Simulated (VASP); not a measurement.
A run of VASP 6.6.1 is set up as follows.

Contents of INCAR:

```
PREC = Accurate
ENCUT = 520
EDIFF = 1E-6
ISMEAR = 0
SIGMA = 0.1
LREAL = False
LASPH = True
NELM = 100
ALGO = Fast
ISIF = 2
LWAVE = False
LCHARG = False
GGA = PS
NBANDS = 25
```

KPOINTS

```
regular mesh
0
Gamma
  12 12 8
```

The input POSCAR:

```
AgO
1.0
    2.5117879662      2.5117879662      0.0000000000
   -2.5117879662      2.5117879662      0.0000000000
    0.0000000000      0.0000000000      4.7842418603
Ag O
2 2
Direct
    0.0000000000      0.0000000000      0.0000000000
    0.5000000000      0.5000000000      0.5000000000
    0.5000000000      0.0000000000      0.2500000000
    0.0000000000      0.5000000000      0.7500000000
```

Potentials or basis: VASP PAW PBE potentials, release 64 (Ag, O).

Run with:

```sh
$ cat potpaw_PBE.64/Ag/POTCAR potpaw_PBE.64/O/POTCAR > POTCAR
$ mpirun -np 1 vasp_std > vasp.out
```

Task: Predict the pressure.

Result: 0.2 GPa.

Task: Predict the band gap on the k mesh.

Result: None (metal or under the smearing width).

Stress tensor (GPa, compression positive):
```
 0.32  0.00  0.00
 0.00  0.32  0.00
 0.00  0.00 -0.16
```

Caveat: the PAW data sets were made with another functional, which shifts forces and pressure a little.
